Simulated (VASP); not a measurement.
# PtSe₂, self-consistent run: which settings are enough?

PtSe₂, P-3m1 (no. 164), 3 atoms in the cell. PBE with TS; PAW potentials Pt, Se (PBE set). VASP 6.6.1.

Wanted: energy within 2 meV/atom; pressure within 0.1 GPa.

POSCAR:
```
PtSe2
1.0
    3.7240000000      0.0000000000      0.0000000000
   -1.8620000000      3.2250786037      0.0000000000
    0.0000000000      0.0000000000      5.0620000000
Pt Se
1 2
Direct
    0.0000000000      0.0000000000      0.0000000000
    0.6666666667      0.3333333333      0.7500000000
    0.3333333333      0.6666666667      0.2500000000
```

## Inputs of the Tkatchenko-Scheffler term

| Inputs of the Tkatchenko-Scheffler term | Energy less reference (meV/atom) | Pressure (GPa) | SCF iterations | Time (s) |
|---|---|---|---|---|
| default | 0.0 | 5.55 | 15 | 18 |
| VDW_RADIUS = 15 | 4.5 | 5.62 | 15 | 22 |
| VDW_RADIUS = 100 | -0.1 | 5.55 | 15 | 18 |
| VDW_SR = 0.9 | -41.6 | 5.54 | 15 | 19 |
| VDW_D = 15.0 | -15.8 | 5.44 | 15 | 18 |
| VDW_ALPHA = 39.700 25.000, VDW_C6AU = 347.000 210.000 | 0.0 | 5.55 | 15 | 18 |
| VDW_ALPHA = 39.700 25.000, VDW_C6AU = 381.700 231.000 | -25.3 | 5.37 | 15 | 20 |

## Question

For each series: keep the first row unless others stay within half of the tolerance and take at least 30 % less time, and then take the fastest.

## Answer

- inputs of the Tkatchenko-Scheffler term: default

## The input

INCAR:
```
SYSTEM = PtSe2
PREC = Accurate
ENCUT = 520
EDIFF = 1E-7
ISMEAR = 0
SIGMA = 0.02
LREAL = .FALSE.
LASPH = .TRUE.
ALGO = Normal
NELM = 100
ISIF = 2
LWAVE = .FALSE.
LCHARG = .FALSE.
IVDW = 2
```

KPOINTS:
```
k-points
0
Gamma
  6 6 4
```

Commands:
```
cat potpaw_PBE.64/Pt/POTCAR potpaw_PBE.64/Se/POTCAR > POTCAR
mpirun -np 1 vasp_std > vasp.out
```

The chosen input took VASP 6.6.1 18 s on 1 core (Intel Xeon 6975P-C (Granite Rapids)), a shared host.
